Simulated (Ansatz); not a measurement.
# BaTe: the band gap up the ladder of functionals

One table from this session's results is given with a row withheld; the runs are named, their logs left out.

Program: Ansatz 0.2.0. PAW datasets, plane waves. The values are computed, spin-unpolarised, and not measurements.

## The structure to begin with

The cell was relaxed beforehand with r2SCAN.

The symmetry is Fm-3m (No. 225, cubic); a = 7.067 Å in the conventional setting, 44.11 Å³ an atom. Ba has 6 Te at 3.53 Å; Te has 6 Ba at 3.53 Å.

Structure file:

```xyz
2
Lattice="0.0000 3.5334 3.5334 3.5334 0.0000 3.5334 3.5334 3.5334 0.0000" Properties=species:S:1:pos:R:3 pbc="T T T"
Ba    0.0000    0.0000    0.0000
Te    3.5334    3.5334    3.5334
```

Set-up of the first run:

Input file input.yaml:

```yaml
crystal:
  lattice:
    - [0.0, 3.5333946272, 3.5333946272]
    - [3.5333946272, 0.0, 3.5333946272]
    - [3.5333946272, 3.5333946272, 0.0]
  atoms:
    - { symbol: Ba, position: [0.0, 0.0, 0.0] }
    - { symbol: Te, position: [0.5, 0.5, 0.5] }
kpoints:
  mp_grid: { grid: [6, 6, 6] }
  band_path:
    path:
      - [[0.0, 0.0, 0.0], [0.5, 0.0, 0.5], [0.625, 0.25, 0.625]]
      - [[0.375, 0.375, 0.75], [0.0, 0.0, 0.0], [0.5, 0.5, 0.5], [0.5, 0.25, 0.75], [0.5, 0.0, 0.5]]
    npoints: 10
hamiltonian:
  xc: pbe
scf:
  occupations: { method: fermi_dirac, width: 0.02 }
  n_extra_bands: 4
output:
  forces: true
  stress: true
  eigenvalues: true
```

The run is started by

```console
> ansatz run input.yaml --threads 2 --pin off --max-ram 29491MiB --backend cpu --events-out ev --progress --plain --runs-dir out
```

Among the steps run: Band structure with PBE; r2SCAN; HSE06; PBE+SOC; PBE0; LDA; One-shot GW from PBE; Quasiparticle levels, G0W0@PBE; DDH-PBE0; Single point with HSE06+SOC; Single point with Hartree-Fock; r2SCAN0.

One table of the session follows, with a row left open; its other results are not shown here.

```
                     level  gap (eV)
                       PBE      1.66
                    r2SCAN      2.01
                     HSE06      2.35
                   PBE+SOC      1.39
                      PBE0      3.00
                       LDA      1.54
G0W0@PBE (263 empty bands)      2.66
G0W0@PBE (653 empty bands)      2.73
                  DDH-PBE0      2.56
                 HSE06+SOC      2.06
              Hartree-Fock      7.53
                   r2SCAN0         ?
```

**Question.** Estimate the row for r2SCAN0.

The run gave: gap (eV): 3.22. In the column «gap (eV)» it lies between PBE0 (3.00) and Hartree-Fock (7.53).

Meshes: PBE 6×6×6, r2SCAN 6×6×6, HSE06 4×4×4, PBE+SOC 6×6×6, PBE0 4×4×4, LDA 6×6×6, DDH-PBE0 4×4×4, HSE06+SOC 4×4×4, Hartree-Fock 4×4×4, r2SCAN0 4×4×4

The gap runs from 1.39 eV (PBE+SOC) to 7.53 eV (Hartree-Fock). PBE reaches 61 % of the G0W0@PBE value, and r2SCAN 73 %. PBE0 lies 0.65 eV above HSE06, which differs from it by screening the long-range exchange. Hartree-Fock lies above G0W0@PBE by 4.8 eV. G0W0 values are finite-basis, finite-mesh values.

Limits of these values: Warnings in the runs' records: stress scf threshold loose, stress exchange threshold loose.
